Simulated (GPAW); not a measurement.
**TlCl (honeycomb monolayer): dielectric function and energy loss**

Aim: ε(ω) and the loss function of TlCl (honeycomb monolayer), with and without local fields, at several momentum transfers.

Method: LDA and many-body steps on it, plane waves, in GPAW 26.7.0.

## 1. Set-up

The cell holds 2 atoms: 1 Tl and 1 Cl. Cell: a = 3.901 Å, b = 3.901 Å, c = 11.400 Å, α = 90.0°, β = 90.0°, γ = 120.0°. Vacuum lies along c.

Coordinates:

```
Tl Cl
1.0
     3.90093    0.00000    0.00000
    -1.95046    3.37830    0.00000
     0.00000    0.00000   11.40000
Tl Cl
1 1
Direct
  0.33333 0.66667 0.42833
  0.66667 0.33333 0.57180
```

The structure was relaxed with LDA. The runs that relaxed it are not among those shown.

## 2. Empty states on the mesh, 15×15×1 mesh, 199 bands

This step: GPAW 26.7.0; DFT, LDA, plane waves, PAW.

The sums over transitions need many empty states on a uniform mesh; this step solves for them.

Input file run.py:

```python
import json
import numpy as np
from gpaw.mpi import world
from gpaw import GPAW

calc = GPAW('gs.gpw').fixed_density(kpts={'size': (15, 15, 1), 'gamma': True},
    nbands=232,
    convergence={'bands': 199},
    txt='nscf.txt')
calc.write('full.gpw', mode='all')
res = {}
kpts = calc.get_ibz_k_points()
res['kpts'] = kpts
res['eigenvalues'] = [calc.get_eigenvalues(kpt=k) for k in range(len(kpts))]
res['n_electrons'] = calc.get_number_of_electrons()

if world.rank == 0:
    with open('result.json', 'w') as f:
        json.dump(res, f, default=lambda x: x.tolist())
```

Started as:

```bash
> mpirun -n 8 gpaw python run.py
```

Standard output:

```text
Diagonalizing LCAO Hamiltonian
Converting LCAO to pw mode
convergence criteria:
- Maximum integral of absolute [eigenst]ate change: 4e-08 eV^2 / valence electron
maximum number of iterations: 100

SCF iterations
|iter     |     time |      energy | eigst |  dens |
|iter:   1|  |             | +4.45 |       |
|iter:   2|  |             | +3.27 |       |
|iter:   3|  |             | +2.19 |       |
[...]
|iter:  15|  |             | -6.94 |       |
|iter:  16|  |             | -7.37 |       |
|iter:  17|  |             | -7.68c|       |
SCF steps: 17
  __  _  _
 | _ |_)|_||  |
 |__||  | ||/\| - 26.7.0

Input parameters:
  mode=PW(ecut=450.000000),
  convergence={'bands': 199},
  gpts=array([20, 20, 56]),
  kpts=MonkhorstPack(size=(15, 15, 1), gamma=True),
  maxiter=100,
  nbands=232,
  occupations=Occupations(name='fermi-dirac', width=0.001, fixmagmom=False),
  parallel={},
  xc=XC(name='LDA')
# Writing to full.gpw (mode='all')
  [... matrices ...]

timing:  # [seconds]
  Total: 0.503  # ━━━━━━━━━━━━━━━━━━━━━━━━━━━━━━━━━━━━━━━━━━━━━━━━━━━━━━━━━━━
```

The job ended after 1.8 min (8 MPI ranks of Intel Xeon Platinum 8375C at 2.90GHz (Ice Lake), shared host; peak memory 1.9 GiB; 13 min of CPU time).

Numbers from this step:

```
gap                                                           : 3.243 eV
k of the valence top                                          : 0.3333, 0.3333, 0
k of the conduction bottom                                    : 0.4667, 0, 0
least direct gap                                              : 3.469 eV
k points computed                                             : 27
lowest point of the top converged band, above the valence top : 66.8053 eV
```

On this mesh the gap is 3.243 eV.

## 3. RPA response

The response function is computed on a frequency grid, with local fields up to the given cutoff.

This step: linear response, RPA, on LDA, plane waves, PAW.

Input file run.py:

```python
import json
import numpy as np
from gpaw.mpi import world
from gpaw.response.df import DielectricFunction

df = DielectricFunction('full.gpw',
    ecut=50,
    nbands=199,
    eta=0.2,
    frequencies={'type': 'nonlinear', 'domega0': 0.05, 'omega2': 10.0},
    intraband=False,
    truncation='2D',
    txt='df.txt')
res = {'optical': {}, 'eels': []}
for d in 'x':
    y0, y = df.get_polarizability(direction=d, xc='RPA', filename=None)
    res['optical'][d] = [y0.real, y0.imag, y.real, y.imag]
res['w'] = df.get_frequencies()
for q_c in [[0.0666666667, 0, 0], [0.2, 0, 0], [0.4666666667, 0, 0], [0.8, 0, 0], [1.2, 0, 0]]:
    res['eels'].append(df.get_eels_spectrum(q_c=q_c, xc='RPA', filename=None))

if world.rank == 0:
    with open('result.json', 'w') as f:
        json.dump(res, f, default=lambda x: x.tolist())
```

Started as:

```bash
> mpirun -n 8 gpaw python run.py
```

Standard output:

```text
Using integrator: PointIntegrator
NonLinearFrequencyDescriptor(from 0.000 to 82.956 eV, 375 points)
Nonperiodic BCs:  [False False  True]
Using integrator: PointIntegrator
NonLinearFrequencyDescriptor(from 0.000 to 82.956 eV, 375 points)
Nonperiodic BCs:  [False False  True]

Calculating chi0 body with:
    Ground state adapter containing:
    Number of spins: 1
    Number of kpoints: 225
    Number of irreducible kpoints: 27
    Number of completely occupied states: 10
    Number of partially occupied states: 10
    Occupied states memory: 3.41796875 M / cpu

    Linear response parametrization:
    q_c: [0.0, 0.0, 0.0]
    Number of frequency points: 375
    Planewave cutoff: 50.0
    Number of bands: 199
    Number of planewaves: 121
    Broadening (eta): 0.2
    comm.size: 8
    kncomm.size: 8
    blockcomm.size: 1

    Memory estimate of potentially large arrays:
        chi0_wGG: 83.776474 M / cpu
Integrating chi0 body.

Symmetries of q_c:
    Direct symmetries (Uq -> q): 6
    Indirect symmetries (TUq -> q): 6
In total 12 allowed symmetries.

  [... matrices ...]
27 groups of equivalent kpoints. 88.0% reduction.

Integral kind: spectral function

Calculating chi0 optical extensions with:
    Ground state adapter containing:
    Number of spins: 1
    Number of kpoints: 225
    Number of irreducible kpoints: 27
    Number of completely occupied states: 10
    Number of partially occupied states: 10
    Occupied states memory: 3.41796875 M / cpu

    Linear response parametrization:
    Number of frequency points: 375
    Planewave cutoff: 50.0
    Number of bands: 199
    Number of planewaves: 121
    Broadening (eta): 0.2
Integrating chi0 head and wings.

Symmetries of q_c:
    Direct symmetries (Uq -> q): 6
    Indirect symmetries (TUq -> q): 6
In total 12 allowed symmetries.

  [... matrices ...]
27 groups of equivalent kpoints. 88.0% reduction.

Integral kind: spectral function wings

Calculating chi0 body with:
    Ground state adapter containing:
    Number of spins: 1
    Number of kpoints: 225
    Number of irreducible kpoints: 27
    Number of completely occupied states: 10
    Number of partially occupied states: 10
    Occupied states memory: 3.41796875 M / cpu

    Linear response parametrization:
    q_c: [0.0666666667, 0.0, 0.0]
    Number of frequency points: 375
    Planewave cutoff: 50.0
    Number of bands: 199
    Number of planewaves: 114
    Broadening (eta): 0.2
    comm.size: 8
    kncomm.size: 8
    blockcomm.size: 1

    Memory estimate of potentially large arrays:
        chi0_wGG: 74.363708 M / cpu
Integrating chi0 body.

Symmetries of q_c:
    Direct symmetries (Uq -> q): 2
    Indirect symmetries (TUq -> q): 0
In total 2 allowed symmetries.

  [... matrices ...]
120 groups of equivalent kpoints. 46.666667% reduction.

Integral kind: spectral function

[... 4 further calls ...]
```

Elapsed: 1.9 min, on 8 MPI ranks; peak memory 4.1 GiB; 14 min of CPU time.

This step gave:

- static polarisability of the sheet (Å): 1.295
- the same without local fields: 1.628

The static value is 1.30.

The Im polarisability of the sheet has structure finer than the step of the table below, so its rows give means over 2 eV. Peaks (eV: height): xx, no local fields 3.6: 2.91, 5.2: 2.92, 7.0: 2.02; xx, local fields 3.8: 2.19, 5.4: 2.33, 7.0: 1.54.

RPA, broadening 0.2 eV. The Im polarisability of the sheet by photon energy; means over each step:

```
photon energy (eV)  xx, no local fields (Å)  xx, local fields (Å)
                 2                    0.121                0.0825
                 4                     1.89                  1.47
                 6                     1.97                  1.59
                 8                     1.30                  1.06
                10                    0.775                 0.567
                12                    0.625                 0.435
                14                    0.452                 0.374
                16                    0.391                 0.327
                18                    0.206                 0.230
                20                    0.151                 0.171
                22                    0.110                 0.164
                24                   0.0972                 0.130
                26                   0.0836                 0.115
                28                   0.0721                 0.115
                30                   0.0730                 0.102
                32                   0.0627                0.0791
                34                   0.0750                0.0720
                36                   0.0548                0.0561
                38                   0.0542                0.0497
```

## 4. RPA response, local-field cutoff (15×15×1 mesh, 199 bands, screening to 5 eV, broadening 0.2 eV)

Changes to run.py since step 3:

```diff
@@ -6,3 +6,3 @@
 df = DielectricFunction('full.gpw',
-    ecut=50,
+    ecut=5,
     nbands=199,
@@ -18,3 +18,3 @@
 res['w'] = df.get_frequencies()
-for q_c in [[0.0666666667, 0, 0], [0.2, 0, 0], [0.4666666667, 0, 0], [0.8, 0, 0], [1.2, 0, 0]]:
+for q_c in [[0.4666666667, 0, 0]]:
     res['eels'].append(df.get_eels_spectrum(q_c=q_c, xc='RPA', filename=None))
```

Started as:

```bash
> mpirun -n 8 gpaw python run.py
```

Standard output:

```text
Using integrator: PointIntegrator
NonLinearFrequencyDescriptor(from 0.000 to 82.956 eV, 375 points)
Nonperiodic BCs:  [False False  True]
Using integrator: PointIntegrator
NonLinearFrequencyDescriptor(from 0.000 to 82.956 eV, 375 points)
Nonperiodic BCs:  [False False  True]

Calculating chi0 body with:
    Ground state adapter containing:
    Number of spins: 1
    Number of kpoints: 225
    Number of irreducible kpoints: 27
    Number of completely occupied states: 10
    Number of partially occupied states: 10
    Occupied states memory: 3.41796875 M / cpu

    Linear response parametrization:
    q_c: [0.0, 0.0, 0.0]
    Number of frequency points: 375
    Planewave cutoff: 5.0
    Number of bands: 199
    Number of planewaves: 5
    Broadening (eta): 0.2
    comm.size: 8
    kncomm.size: 8
    blockcomm.size: 1

    Memory estimate of potentially large arrays:
        chi0_wGG: 0.143051 M / cpu
Integrating chi0 body.

Symmetries of q_c:
    Direct symmetries (Uq -> q): 6
    Indirect symmetries (TUq -> q): 6
In total 12 allowed symmetries.

  [... matrices ...]
27 groups of equivalent kpoints. 88.0% reduction.

Integral kind: spectral function

Calculating chi0 optical extensions with:
    Ground state adapter containing:
    Number of spins: 1
    Number of kpoints: 225
    Number of irreducible kpoints: 27
    Number of completely occupied states: 10
    Number of partially occupied states: 10
    Occupied states memory: 3.41796875 M / cpu

    Linear response parametrization:
    Number of frequency points: 375
    Planewave cutoff: 5.0
    Number of bands: 199
    Number of planewaves: 5
    Broadening (eta): 0.2
Integrating chi0 head and wings.

Symmetries of q_c:
    Direct symmetries (Uq -> q): 6
    Indirect symmetries (TUq -> q): 6
In total 12 allowed symmetries.

  [... matrices ...]
27 groups of equivalent kpoints. 88.0% reduction.

Integral kind: spectral function wings

Calculating chi0 body with:
    Ground state adapter containing:
    Number of spins: 1
    Number of kpoints: 225
    Number of irreducible kpoints: 27
    Number of completely occupied states: 10
    Number of partially occupied states: 10
    Occupied states memory: 3.41796875 M / cpu

    Linear response parametrization:
    q_c: [0.4666666667, 0.0, 0.0]
    Number of frequency points: 375
    Planewave cutoff: 5.0
    Number of bands: 199
    Number of planewaves: 6
    Broadening (eta): 0.2
    comm.size: 8
    kncomm.size: 8
    blockcomm.size: 1

    Memory estimate of potentially large arrays:
        chi0_wGG: 0.205994 M / cpu
Integrating chi0 body.

Symmetries of q_c:
    Direct symmetries (Uq -> q): 2
    Indirect symmetries (TUq -> q): 0
In total 2 allowed symmetries.

  [... matrices ...]
120 groups of equivalent kpoints. 46.666667% reduction.

Integral kind: spectral function
```

Wall time 30 s (8 MPI ranks); peak memory 2.7 GiB.

Read from the output:

```yaml
static_polarisability_of_the_sheet_a: 1.628
the_same_without_local_fields: 1.628
```

The static value is 1.63.

The Im polarisability of the sheet has structure finer than the step of the table below, so its rows give means over 1 eV. Peaks (eV: height): xx, no local fields 3.6: 2.91, 5.2: 2.92, 7.0: 2.02; xx, local fields 3.6: 2.91, 5.2: 2.92, 7.0: 2.02.

RPA, broadening 0.2 eV. The Im polarisability of the sheet by photon energy; means over each step:

```
photon energy (eV)  xx, no local fields (Å)  xx, local fields (Å)
                 1                   0.0288                0.0288
                 2                   0.0914                0.0914
                 3                    0.742                 0.742
                 4                     2.13                  2.13
                 5                     2.42                  2.42
                 6                     1.67                  1.67
                 7                     1.72                  1.72
                 8                     1.30                  1.30
                 9                    0.837                 0.837
                10                    0.813                 0.813
                11                    0.701                 0.701
                12                    0.566                 0.566
                13                    0.628                 0.628
                14                    0.413                 0.413
                15                    0.425                 0.425
                16                    0.409                 0.409
                17                    0.306                 0.306
                18                    0.187                 0.187
                19                    0.166                 0.166
                20                    0.150                 0.150
                21                    0.132                 0.132
                22                    0.110                 0.110
                23                   0.0962                0.0962
                24                   0.0936                0.0936
                25                   0.0986                0.0986
                26                   0.0782                0.0782
                27                   0.0825                0.0825
                28                   0.0721                0.0721
                29                   0.0655                0.0655
                30                   0.0770                0.0770
                31                   0.0677                0.0677
                32                   0.0600                0.0600
                33                   0.0710                0.0710
                34                   0.0773                0.0773
                35                   0.0643                0.0643
                36                   0.0533                0.0533
                37                   0.0534                0.0534
                38                   0.0527                0.0527
                39                   0.0564                0.0564
```

## 5. RPA response, fewer bands (15×15×1 mesh, 12 bands, screening to 50 eV, broadening 0.2 eV)

Changes to run.py since step 4:

```diff
@@ -6,4 +6,4 @@
 df = DielectricFunction('full.gpw',
-    ecut=5,
-    nbands=199,
+    ecut=50,
+    nbands=12,
     eta=0.2,
@@ -18,3 +18,3 @@
 res['w'] = df.get_frequencies()
-for q_c in [[0.4666666667, 0, 0]]:
+for q_c in []:
     res['eels'].append(df.get_eels_spectrum(q_c=q_c, xc='RPA', filename=None))
```

Started as:

```bash
> mpirun -n 8 gpaw python run.py
```

Standard output:

```text
Using integrator: PointIntegrator
NonLinearFrequencyDescriptor(from 0.000 to 20.039 eV, 220 points)
Nonperiodic BCs:  [False False  True]
Using integrator: PointIntegrator
NonLinearFrequencyDescriptor(from 0.000 to 20.039 eV, 220 points)
Nonperiodic BCs:  [False False  True]

Calculating chi0 body with:
    Ground state adapter containing:
    Number of spins: 1
    Number of kpoints: 225
    Number of irreducible kpoints: 27
    Number of completely occupied states: 10
    Number of partially occupied states: 10
    Occupied states memory: 3.41796875 M / cpu

    Linear response parametrization:
    q_c: [0.0, 0.0, 0.0]
    Number of frequency points: 220
    Planewave cutoff: 50.0
    Number of bands: 12
    Number of planewaves: 121
    Broadening (eta): 0.2
    comm.size: 8
    kncomm.size: 8
    blockcomm.size: 1

    Memory estimate of potentially large arrays:
        chi0_wGG: 49.148865 M / cpu
Integrating chi0 body.

Symmetries of q_c:
    Direct symmetries (Uq -> q): 6
    Indirect symmetries (TUq -> q): 6
In total 12 allowed symmetries.

  [... matrices ...]
27 groups of equivalent kpoints. 88.0% reduction.

Integral kind: spectral function

Calculating chi0 optical extensions with:
    Ground state adapter containing:
    Number of spins: 1
    Number of kpoints: 225
    Number of irreducible kpoints: 27
    Number of completely occupied states: 10
    Number of partially occupied states: 10
    Occupied states memory: 3.41796875 M / cpu

    Linear response parametrization:
    Number of frequency points: 220
    Planewave cutoff: 50.0
    Number of bands: 12
    Number of planewaves: 121
    Broadening (eta): 0.2
Integrating chi0 head and wings.

Symmetries of q_c:
    Direct symmetries (Uq -> q): 6
    Indirect symmetries (TUq -> q): 6
In total 12 allowed symmetries.

  [... matrices ...]
27 groups of equivalent kpoints. 88.0% reduction.

Integral kind: spectral function wings
```

The job ended after 11 s (8 MPI ranks; peak memory 3 GiB).

This step gave:

| Item | Value |
| --- | --- |
| static polarisability of the sheet (Å) | 1.039 |
| the same without local fields | 1.181 |

(Continued in part 2 of 2.)

[Long decimals in the printed logs are rounded to 6 places.]

[Logs are printed without paths, hosts, clocks, repeated set-up lines and the standing remarks that a program may print on its own settings, such as how far it seeks lower states.]

[Paths, hosts, dates, memory and timing lines, banners, echoed tables and standing remarks are left out of the program output; an Ansatz launch command may be rebuilt from the run's recorded settings. Measured values are a selection of at most five: reports struck by readers or far from the other reports are left out. None is set beside runs whose start may be inverted or whose files or cutoffs have a known fault.]

[Runs of the session that timed out or met a known fault of the program may be left out.]

[Hosts, paths, dates, database ids (printed as entryN), source tags and the programs' standing remarks are cut or masked in the printed files.]

[Where the starting crystal was built by hand or by swapping elements, it need not be the compound's stable phase.]
